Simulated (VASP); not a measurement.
Runs of VASP 6.6.1 on Au. Symmetry: Im-3m, No. 229, cubic system. Conventional cell: a = 3.240 Å, b = 3.240 Å, c = 3.240 Å, α = 90.00°, β = 90.00°, γ = 90.00°. Au (site symmetry m-3m) is surrounded by 8 Au at 2.81 Å. This isn't the form of Au at room conditions, which is fcc.

```tsv
task	level	potentials or basis	cell	k mesh	cutoff (eV)	mesh quality	gap on the mesh (eV)	pressure (GPa)	relaxed volume (Å³/atom)
relaxation of cell and atoms	PBEsol	VASP PAW PBE potentials, release 64 (Au)	relaxed	18 × 18 × 18	300	not flagged	none	0.0	16.94
relaxation of cell and atoms	PBEsol	VASP PAW PBE potentials, release 64 (Au)	relaxed	18 × 18 × 18	580	not flagged	none	0.0	17.02
single point	PBEsol	VASP PAW PBE potentials, release 64 (Au)	as given	18 × 18 × 18	520	not flagged	none	0.1	-
relaxation of cell and atoms	RPBE	VASP PAW PBE potentials, release 64 (Au)	relaxed	18 × 18 × 18	600	not flagged	none	0.0	18.51
relaxation of cell and atoms	PBEsol	VASP PAW PBE potentials, release 64 (Au)	relaxed	18 × 18 × 18	600	not flagged	none	0.0	17.02
relaxation of cell and atoms	PBEsol	VASP PAW PBE potentials, release 64 (Au)	relaxed	6 × 6 × 6	600	coarse	none	0.0	(b)
relaxation of cell and atoms	LDA	VASP PAW LDA potentials, release 64 (Au)	relaxed	18 × 18 × 18	600	not flagged	none	0.0	(a)
```

Alike in all rows: no spin polarisation; smearing gaussian 0.1 eV.

Q: Fill in the values left out.

A: (a) 16.66; (b) 17.04.

Caveats: some runs use coarse meshes; the PAW data sets were made with another functional, which shifts forces and pressure a little (some runs).

A k mesh can miss the band edges, and the runs leave out spin-orbit coupling on Au.

A gap of «none» marks a metal or a gap under the smearing width.

Runs at the PBE level aren't shown here.
